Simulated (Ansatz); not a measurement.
## SiO2 with nitrogen replacing O, one structure, two calculations

Cell: a supercell of SiO2 (space group Ima2) built from a COD entry (perhaps calculated rather than measured), with the ions relaxed around the defect (PBE).

```xyz
24
Lattice="-5.1085 3.9790 2.4783 10.2170 -7.9579 4.9565 5.1085 3.9790 -2.4783" Properties=species:S:1:pos:R:3 pbc="T T T"
Si    1.0922    2.9000    2.5137
Si    6.1337   -1.1660    4.9310
Si    4.0370    1.1227    0.0369
Si    9.2277   -2.8108    2.4290
Si    4.0285    2.8937    2.4875
Si    9.1804   -1.1592    4.9605
Si    0.9932    1.1803    0.0379
Si    6.1760   -2.8672    2.4224
O     0.7730    1.4963    3.3614
O     5.8779   -2.4591    5.8883
O     4.3301    2.4471    0.9134
O     9.4939   -1.5271    3.4090
O    -0.8327    5.4821    0.9343
O     4.4005    1.5142    3.3634
O     0.7315    2.4936    0.9314
O     5.8836   -1.5681    3.3842
N     2.5642    3.5504    2.7852
O     7.6544   -0.6040    5.1288
O     2.4975    0.6004    0.2348
O     7.7179   -3.3550    2.6738
O     4.9553   -0.1079    0.4640
O    10.2361   -3.9794    2.9166
O    -0.0400    0.0138    0.4698
O     5.2751   -4.0910    2.9081
```

Atoms are numbered from 1 in the order listed; like atoms form one site, named after its first atom.

First run. Computed with Ansatz: DFT, PBE, plane waves and PAW, scalar-relativistic, 420 eV cutoff, Γ-centred 4×2×3 k-points, Fermi–Dirac smearing 0.01 eV, cell charge -1.

```json
{"site": "Si1", "atom": "1", "V_zz (10²¹ V/m²)": "-5.62", "η": "0.07"}
{"site": "Si5", "atom": "5", "V_zz (10²¹ V/m²)": "-5.56", "η": "0.14"}
{"site": "Si6", "atom": "6", "V_zz (10²¹ V/m²)": "0.67", "η": "0.81"}
{"site": "Si7", "atom": "7", "V_zz (10²¹ V/m²)": "1.14", "η": "0.73"}
{"site": "O9", "atom": "9", "V_zz (10²¹ V/m²)": "8.32", "η": "0.39"}
{"site": "O10", "atom": "10", "V_zz (10²¹ V/m²)": "8.84", "η": "0.32"}
{"site": "O14", "atom": "14", "V_zz (10²¹ V/m²)": "8.17", "η": "0.45"}
{"site": "O15", "atom": "15", "V_zz (10²¹ V/m²)": "8.52", "η": "0.40"}
{"site": "N", "atom": "17", "V_zz (10²¹ V/m²)": "2.52", "η": "0.66"}
{"site": "O18", "atom": "18", "V_zz (10²¹ V/m²)": "8.82", "η": "0.32"}
{"site": "O19", "atom": "19", "V_zz (10²¹ V/m²)": "8.67", "η": "0.29"}
{"site": "O20", "atom": "20", "V_zz (10²¹ V/m²)": "8.60", "η": "0.28"}
{"site": "O23", "atom": "23", "V_zz (10²¹ V/m²)": "9.58", "η": "0.13"}
{"site": "O24", "atom": "24", "V_zz (10²¹ V/m²)": "8.90", "η": "0.30"}
```

Second run. The same atoms and settings, except that the functional is r2SCAN and the cutoff is 500 eV.

Problem. What does the second run give?

Solution. 

| site | atom | V_zz | η | change of V_zz |
| --- | --- | --- | --- | --- |
| Si1 | 1 | -5.72 | 0.07 | -0.10 |
| Si5 | 5 | -5.65 | 0.14 | -0.09 |
| Si6 | 6 | 0.65 | 0.83 | -0.02 |
| Si7 | 7 | 1.12 | 0.77 | -0.02 |
| O9 | 9 | 8.22 | 0.40 | -0.10 |
| O10 | 10 | 8.75 | 0.32 | -0.09 |
| O14 | 14 | 8.07 | 0.46 | -0.10 |
| O15 | 15 | 8.43 | 0.40 | -0.09 |
| N | 17 | 2.31 | 0.73 | -0.21 |
| O18 | 18 | 8.70 | 0.32 | -0.12 |
| O19 | 19 | 8.55 | 0.29 | -0.12 |
| O20 | 20 | 8.47 | 0.28 | -0.13 |
| O23 | 23 | 9.51 | 0.13 | -0.07 |
| O24 | 24 | 8.81 | 0.31 | -0.09 |

The largest change of V_zz is on N, from 2.52 to 2.31. In per cent, |V_zz| changes by -2 to +2 on Si, -2 to -1 on O, -9 on N (all sites that start above 0.5). The table leaves out 10 of the 24 sites, with |V_zz| up to 9.33; their tensors move by 0.10 at most along any direction. The statements above cover all sites.

The defect repeats with the cell of 24 atoms, so it feels its images: sites between two images don't show the values beside a lone defect, and zeros or small values of η there can come from the images' arrangement. O and Si carry a gradient in the pure host already, so the values there aren't the defect's effect alone. A uniform background compensates the cell's charge.
